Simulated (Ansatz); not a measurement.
BAs:

```
CELL_PARAMETERS angstrom
2.95701 0.00000 0.00000
0.00000 2.95701 0.00000
0.00000 0.00000 2.95701
ATOMIC_POSITIONS crystal
B 0.50000 0.50000 0.50000
As 0.00000 0.00000 0.00000
```

The cell was built by a generator and needn't be a form met in nature.

```yaml
Program: Ansatz 0.2.0
Task: relaxation of cell and atoms
Functional: HSE06
Potentials_or_basis: Ansatz PAW
Cutoff: "420 eV (not typed: the program's choice for these potentials)"
k_mesh: 5 × 5 × 5
Occupations: fermi-dirac, width 0.05 eV
Spin: no spin polarisation
```

At the start: volume 12.93 Å³/atom.

**Question.** How do energy, volume and symmetry change on relaxing?

**Answer.** It ends after 6 steps and the volume is 11.93 Å³/atom (-7.7 %); space group Pm-3m (No. 221, to 0.05 Å).

Step by step:
```csv
step,energy change (eV),largest force (eV/Å),volume (Å³)
1,0.0000,0.0000,25.86
2,-0.0505,0.0000,23.31
3,-0.0555,0.0000,23.98
4,-0.0559,0.0000,23.87
5,-0.0559,0.0000,23.85
6,-0.0549,0.0000,23.85
```

Final structure:
```yaml
crystal:
  lattice:
    - [2.87867, 0.00000, 0.00000]
    - [0.00000, 2.87867, 0.00000]
    - [0.00000, 0.00000, 2.87867]
  atoms:
    - { symbol: B, position: [0.50000, 0.50000, 0.50000] }
    - { symbol: As, position: [0.00000, 0.00000, 0.00000] }
```

Caveat: the k mesh is coarse (spacing up to 0.42 Å⁻¹), so the values aren't converged, least of all with exact exchange; the plane-wave basis is chosen anew once the cell has moved, so the energies of steps on either side of that aren't comparable; the PAW data sets come from PBE, with cores solved anew for the run's functional, which leaves a small shift of forces and pressure.
